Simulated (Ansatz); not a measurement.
Runs of Ansatz 0.2.0 on BaS. The structure is cubic, space group Fm-3m (No. 225). The conventional cell has a = 6.388 Å, b = 6.388 Å, c = 6.388 Å, α = 90.00°, β = 90.00°, γ = 90.00°. Around Ba (site symmetry m-3m) lie 6 S at 3.19 Å. Around S (site symmetry m-3m) lie 6 Ba at 3.19 Å. 

```tsv
level	gap on the mesh (eV)	pressure (GPa)	relaxed volume (Å³/atom)
PBEsol+D4	2.07	0.0	31.21
RPBE+D3(BJ)	1.82	0.0	25.97
BLYP+D4	2.37	0.0	(b)
BLYP+D3(BJ)	2.34	0.0	(a)
PBEsol+D3(BJ)	2.03	0.0	30.63
RPBE+D4	2.43	0.0	32.94
revPBE+D3(BJ)	2.35	0.0	32.14
revPBE+D4	2.38	0.0	32.72
```

Alike in all rows: task relaxation of cell and atoms; potentials or basis Ansatz PAW; no spin polarisation; cell relaxed; k mesh 7 × 7 × 7; cutoff (eV) 420; smearing fermi-dirac 0.05 eV.

Question: Estimate the missing entries.

Answer: (a) 32.40; (b) 33.18.

Caveats: odd divisions of the mesh miss points on the zone boundary, where band edges often lie, so the gap on the mesh can be too wide; the plane-wave basis is chosen anew once the cell has moved, so the energies of steps on either side of that aren't comparable; spin-orbit coupling is left out, which moves the levels of the heavy elements; the PAW data sets come from PBE, with cores solved anew for the run's functional, which leaves a small shift of forces and pressure; the volume moved by over 15 % at a fixed basis, so the end points are rough (some runs); the volume moved by -20 % from the deposited cell, more than functionals usually miss (some runs).

A k mesh can miss the band edges, and the runs leave out spin-orbit coupling on Ba.

Runs at the PBE level aren't shown here.
